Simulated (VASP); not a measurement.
ZnSe (Stilleite), 2 atoms in the cell. The structure is cubic, space group F-43m (No. 216). The conventional cell has a = 5.668 Å, b = 5.668 Å, c = 5.668 Å, α = 90.00°, β = 90.00°, γ = 90.00°. Zn (site symmetry -43m) is surrounded by 4 Se at 2.45 Å. Around Se (site symmetry -43m) lie 4 Zn at 2.45 Å. 

```yaml
Program: VASP 6.6.1
Task: relaxation of the atoms
Functional: r2SCAN
Potentials_or_basis: VASP PAW PBE potentials, release 64 (Zn, Se)
Cutoff: 600 eV
k_mesh: 8 × 8 × 8
Occupations: gaussian, width 0.03 eV
Spin: no spin polarisation
Further_INCAR_settings: ALGO = Normal; EDIFF = 1e-07; IBRION = 2; EDIFFG = -0.01; NSW = 40
```

Potentials or basis: VASP PAW PBE potentials, release 64 (Zn, Se).

Run with:

```sh
$ cat potpaw_PBE.64/Zn/POTCAR potpaw_PBE.64/Se/POTCAR > POTCAR
$ mpirun -np 1 vasp_std > vasp.out
```

Hardware: 1 thread of Intel(R) Xeon(R) 6975P-C (Granite Rapids) (shared host).

**Question.** Estimate the wall time of this run.

**Answer.** Wall time 32 s on 1 thread of Intel(R) Xeon(R) 6975P-C (Granite Rapids), with other jobs on the host, peak memory 0.19 GiB. Counts: scf iterations 19, k points 29, ion steps 1.
